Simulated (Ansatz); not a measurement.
# Cu: equation of state with PBEsol

Cu:

```xyz
1
Lattice="-1.4428 1.4428 1.3761 1.4428 -1.4428 1.3761 1.4428 1.4428 -1.3761" Properties=species:S:1:pos:R:3 pbc="T T T"
Cu    0.0000    0.0000    0.0000
```

This isn't the form of Cu at room conditions, which is fcc.

```yaml
Program: Ansatz 0.2.0
Task: equation of state
Functional: PBEsol
Potentials_or_basis: all-electron LAPW, scalar-relativistic
Basis_error_allowed: 0.0005 eV/atom
k_mesh: 13 × 13 × 13
Occupations: fermi-dirac, width 0.05 eV
Spin: no spin polarisation
```

```
Equilibrium volume                        : 11.36 Å³/atom
Bulk modulus at fixed shape and positions : 165 GPa
Pressure derivative of the bulk modulus   : 5.1
```

Energy against volume, from the lowest point:
```
volume (Å³/atom)  energy (meV/atom)
          10.771              17.21
          11.000               5.90
          11.229               0.39
          11.458               0.00
          11.687               4.15
          11.916              12.30
          12.146              24.00
```

All runs of the series together: 82 s on 1 thread of Arm Neoverse V2 (shared host).

Caveat: the cell was scaled at fixed shape and fractional positions, which overstates the stiffness of a crystal with free parameters, most of all of layers and chains.
